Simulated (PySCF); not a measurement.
Compound: cyclopentadiene, C5H6.
SMILES with atom numbers: `[CH:1]1=[CH:2][CH2:3][CH:4]=[CH:5]1`

NICS is the negative of the GIAO shielding at a point without a nucleus: at the ring centre (0) and 1 Å above and below it (1); zz is the component along the ring normal. Level: GIAO PBE0/pcSseg-1 (PySCF, non-relativistic, gas phase) on the GFN2-xTB geometry, one conformer.

Ring bond lengths (Å), with Mayer bond orders in brackets: C1–C2 1.339 (1.77), C2–C3 1.493 (1.06), C3–C4 1.493 (1.06), C4–C5 1.339 (1.77), C5–C1 1.448 (1.11).

Question: Give the NICS values of each ring in ppm.

Answer: 
```json
{"ring": "C1–C2–C3–C4–C5", "type": "5-membered carbocycle; formal bonds 2 double, 3 single", "NICS(0)": "-3.3", "NICS(1), two faces": "-6.0 / -6.0", "NICS(1)zz, two faces": "-13.3 / -13.3", "rms pucker (Å)": "0.00", "centre to ring atoms, mean (Å)": "1.21"}
```

Question: What do they say, and how far can they be read as aromaticity?

Answer: 
- C1–C2–C3–C4–C5: mean NICS(1)zz -13.3 ppm, shielded. C3 has four or more neighbours, so the value isn't read as a sign of a π ring current.

Question: Give the inner angles of the rings and the Hirshfeld charges of the ring atoms.

Answer: 
- C1–C2–C3–C4–C5: C1 109.2° (-0.061 e), C2 109.5° (-0.054 e), C3 102.6° (-0.073 e), C4 109.5° (-0.054 e), C5 109.2° (-0.061 e); sum 540.0° against 540° for a flat convex ring.

Question: What are the shieldings of the ring atoms and their hydrogens in the same run (means over atoms taken as equivalent)?

Answer: 
| atoms | environment | σ isotropic (ppm) | principal values of the symmetric part, first atom (ppm) |
| --- | --- | --- | --- |
| C1 (×2) | alkene CH carbon | 47.1 | -57.7, 51.0, 147.9 |
| C2 (×2) | alkene CH carbon | 45.3 | -60.9, 41.6, 155.2 |
| C3 | allylic carbon | 141.3 | 129.2, 142.1, 152.5 |
| H on C1 (×2) | vinylic hydrogen | 24.88 | 23.6, 23.7, 27.4 |
| H on C2 (×2) | vinylic hydrogen | 25.00 | 23.9, 24.8, 26.3 |
| H on C3 (×2) | methylene hydrogen | 28.63 | 24.0, 26.8, 35.1 |

Time: 5.7 s. Hardware: Arm Neoverse V2, one thread, shared host. This is the whole shielding run at PBE0/pcSseg-1, SCF included.
